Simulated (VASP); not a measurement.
Set up this calculation in VASP 6.6.1, as the native input.

```yaml
Task: relaxation of cell and atoms
Functional: PBEsol
Potentials_or_basis: VASP PAW PBE potentials, release 64 (Mg, Si)
Cutoff: 600 eV
k_mesh: 10 × 10 × 10
Occupations: gaussian, width 0.03 eV
Spin: no spin polarisation
Further_INCAR_settings: ALGO = Normal; EDIFF = 1e-06; IBRION = 2; EDIFFG = -0.01; NSW = 90; ISIF = 3
```

The structure of Mg2Si lies in POSCAR:

```
Mg2Si
1.0
    0.0000000000      3.1955000000      3.1955000000
    3.1955000000      0.0000000000      3.1955000000
    3.1955000000      3.1955000000      0.0000000000
Mg Si
2 1
Direct
    0.2500000000      0.2500000000      0.2500000000
    0.7500000000      0.7500000000      0.7500000000
    0.0000000000      0.0000000000      0.0000000000
```

The input as run:

INCAR

```
SYSTEM = Mg2Si
ALGO = Normal
EDIFF = 1E-6
EDIFFG = -0.01
ENCUT = 600
GGA = PS
IBRION = 2
ISIF = 3
ISMEAR = 0
KPAR = 2
LASPH = .True.
LCHARG = .False.
LREAL = .False.
LWAVE = .False.
NELM = 80
NSW = 90
PREC = Accurate
SIGMA = 0.03
```

KPOINTS

```
k-points
0
Gamma
  10 10 10
  0 0 0
```

Potentials or basis: VASP PAW PBE potentials, release 64 (Mg, Si).

Run with:

```console
$ cat potpaw_PBE.64/Mg/POTCAR potpaw_PBE.64/Si/POTCAR > POTCAR
$ mpirun -np 2 vasp_std > vasp.out
```

Results of the run:

The relaxed volume is 21.08 Å³/atom. The relaxed cell is a = 4.472 Å, b = 4.472 Å, c = 4.472 Å, α = 60.00°, β = 60.00°, γ = 60.00° and the space group after relaxing (to 0.05 Å) is Fm-3m (No. 225). The energy gained by relaxing is 3.6 meV/atom. The ionic steps are 3, the pressure after relaxing is 0.0 GPa and the band gap on the k mesh is 0.11 eV, indirect (least direct gap 1.89 eV).

Caveat: the PAW data sets were made with another functional, which shifts forces and pressure a little.

It took 38 s on 2 MPI ranks on Intel(R) Xeon(R) Platinum 8259CL CPU @ 2.50GHz (Skylake/Cascade Lake), with other jobs on the host, peak memory 0.22 GiB a rank.
